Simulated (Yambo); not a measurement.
Here is a Yambo 5.3.0 calculation.

Contents of g0w00.in:

```
gw0
dyson
el_el_corr
rim_cut
HF_and_locXC
ppa
em1d
RandQpts= 1000000
RandGvec= 50 RL
EXXRLvcs= 86 Ry
VXCRLvcs= 86 Ry
Chimod= "HARTREE"
% BndsRnXp
 1 | 62 |
%
NGsBlkXp= 8 Ry
% LongDrXp
 1 | 1 | 1 |
%
PPAPntXp= 27.21138 eV
% GbndRnge
 1 | 62 |
%
GTermKind= "BG"
DysSolver= "n"
ExtendOut
% QPkrange
 1 | 1 | 22 | 23 |
 12 | 12 | 22 | 23 |
%
```

scf.in

```
&CONTROL
  calculation = 'scf'
  prefix = 'pwscf'
  outdir = './tmp'
  pseudo_dir = './pseudo'
/
&SYSTEM
  ibrav = 0
  nat = 3
  ntyp = 2
  ecutwfc = 86
  nbnd = 31
  occupations = 'smearing'
  smearing = 'fd'
  degauss = 0.00367493
  force_symmorphic = .true.
/
&ELECTRONS
  conv_thr = 6d-10
  electron_maxstep = 120
  mixing_beta = 0.5
/
ATOMIC_SPECIES
Zr    91.2240 Zr.upf
Se    78.9710 Se.upf
CELL_PARAMETERS angstrom
   3.7980000000    0.0000000000    0.0000000000
  -1.8990000000    3.2891644836    0.0000000000
   0.0000000000    0.0000000000    6.1920000000
ATOMIC_POSITIONS angstrom
Zr     0.0000000000    0.0000000000    0.0000000000
Se     1.8990000002    1.0963881611    4.6440000000
Se    -0.0000000002    2.1927763225    1.5480000000
K_POINTS automatic
12 12 6 0 0 0
```

Contents of nscf.in:

```
&CONTROL
  calculation = 'nscf'
  prefix = 'pwscf'
  outdir = './tmp'
  pseudo_dir = './pseudo'
/
&SYSTEM
  ibrav = 0
  nat = 3
  ntyp = 2
  ecutwfc = 86
  nbnd = 62
  occupations = 'fixed'
  force_symmorphic = .true.
/
&ELECTRONS
  conv_thr = 1d-08
  diago_full_acc = .true.
  diago_thr_init = 1d-06
/
ATOMIC_SPECIES
Zr    91.2240 Zr.upf
Se    78.9710 Se.upf
CELL_PARAMETERS angstrom
   3.7980000000    0.0000000000    0.0000000000
  -1.8990000000    3.2891644836    0.0000000000
   0.0000000000    0.0000000000    6.1920000000
ATOMIC_POSITIONS angstrom
Zr     0.0000000000    0.0000000000    0.0000000000
Se     1.8990000002    1.0963881611    4.6440000000
Se    -0.0000000002    2.1927763225    1.5480000000
K_POINTS automatic
6 6 4 0 0 0
```

Potentials or basis: PseudoDojo 0.4.1 SR PBE standard.

Command:

```sh
$ OMP_NUM_THREADS=1 pw.x -in scf.in > scf.out
$ OMP_NUM_THREADS=1 pw.x -in nscf.in > nscf.out
$ cd tmp/pwscf.save; p2y; mv SAVE ../..; cd ../..
$ OMP_NUM_THREADS=1 yambo
$ OMP_NUM_THREADS=1 yambo -F g0w00.in -J g0w00 -C g0w00_out
```

(1) Estimate the quasiparticle gap.

(2) What does it give for the least direct quasiparticle gap?

(3) Predict the band gap of the same states before the correction.

(4) What does it give for the band gap on the k mesh, mean-field level?

Results:

(1) 1.76 eV.

(2) 2.61 eV.

(3) 0.37 eV.

(4) 0.37 eV, indirect (least direct gap 1.05 eV).

Caveat: the potentials hold a filled d shell without the s and p states of that shell, which can shift GW gaps by tenths of an eV, either way; the screening block or the number of bands is too small for a converged GW gap; this version prints the column dSc/dw multiplied by 27.2; the terminator is approximate in this version, by hundredths of an eV.

**What was measured.**

“Stress-Tuned Optical Transitions in Layered 1T-MX2 (M= Hf, Zr, Sn; X= S, Se) Crystals”, 2022, arxiv:2210.12074 quotes, for a bulk crystal of ZrSe2: band gap 1.2 eV (indirect).

A measured gap of ZrSe2 is 1.2 eV (indirect; quoted in “Stress-Tuned Optical Transitions in Layered 1T-MX2 (M= Hf, Zr, Sn; X= S, Se) Crystals”, 2022, arxiv:2210.12074); the calculated 1.76 eV misses it by +0.56 eV. Spin-orbit coupling on Se, Zr is left out. The value is that of G0W0 on PBE, without temperature or zero-point motion.
